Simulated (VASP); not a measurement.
Wanted: the native input for a VASP 6.6.1 run.

| Quantity | Value |
| --- | --- |
| Task | band structure |
| Functional | LAK |
| Potentials or basis | VASP PAW PBE potentials, release 64 (Sn_d, O) |
| Cutoff | 520 eV |
| k mesh | 6 × 6 × 8 |
| Occupations | fermi-dirac, width 0.05 eV |
| Spin | no spin polarisation |
| Further INCAR settings | ALGO = Normal; EDIFF = 1e-06; NBANDS = 35 |

The structure of SnO2 (Cassiterite) lies in POSCAR:

```
SnO2
1.0
    4.7380000000      0.0000000000      0.0000000000
    0.0000000000      4.7380000000      0.0000000000
    0.0000000000      0.0000000000      3.1865000000
Sn O
2 4
Direct
    0.5000000000      0.5000000000      0.5000000000
    0.0000000000      0.0000000000      0.0000000000
    0.8071000000      0.1929000000      0.5000000000
    0.6929000000      0.6929000000      0.0000000000
    0.1929000000      0.8071000000      0.5000000000
    0.3071000000      0.3071000000      0.0000000000
```

One way to write it, as run:

INCAR

```
ALGO = Normal ; EDIFF = 1E-6
ENCUT = 520 ; ISIF = 2
ISMEAR = -1 ; LASPH = T
LCHARG = F ; LMIXTAU = T
LREAL = F ; LWAVE = F
METAGGA = LAK ; NBANDS = 35
NELM = 80 ; PREC = Accurate
SIGMA = 0.05
```

KPOINTS

```
k-points
0
Gamma
  6 6 8
```

KPOINTS_OPT

```
path GXMGZRAZ,XR,MA
15
line-mode
reciprocal
 0.0000000000  0.0000000000  0.0000000000  G
 0.0000000000  0.5000000000  0.0000000000  X

 0.0000000000  0.5000000000  0.0000000000  X
 0.5000000000  0.5000000000  0.0000000000  M

 0.5000000000  0.5000000000  0.0000000000  M
 0.0000000000  0.0000000000  0.0000000000  G

 0.0000000000  0.0000000000  0.0000000000  G
 0.0000000000  0.0000000000  0.5000000000  Z

 0.0000000000  0.0000000000  0.5000000000  Z
 0.0000000000  0.5000000000  0.5000000000  R

 0.0000000000  0.5000000000  0.5000000000  R
 0.5000000000  0.5000000000  0.5000000000  A

 0.5000000000  0.5000000000  0.5000000000  A
 0.0000000000  0.0000000000  0.5000000000  Z

 0.0000000000  0.5000000000  0.0000000000  X
 0.0000000000  0.5000000000  0.5000000000  R

 0.5000000000  0.5000000000  0.0000000000  M
 0.5000000000  0.5000000000  0.5000000000  A
```

Potentials or basis: VASP PAW PBE potentials, release 64 (Sn_d, O).

Launch:

```console
$ cat potpaw_PBE.64/Sn_d/POTCAR potpaw_PBE.64/O/POTCAR > POTCAR
$ mpirun -np 1 vasp_std > vasp.out
```

Results of the run:

The pressure is 8.2 GPa, the largest force is 0.321 eV/Å and the band gap on the k mesh is 2.40 eV, direct. The band gap along the path is 2.40 eV, direct.

Caveat: the PAW data sets were made with another functional, which shifts forces and pressure a little; spin-orbit coupling is left out, which moves the levels of the heavy elements.

Wall time 25 min on 1 thread of AMD EPYC 7R43 64-Core Processor (Zen 3), with other jobs on the host, peak memory 0.24 GiB.
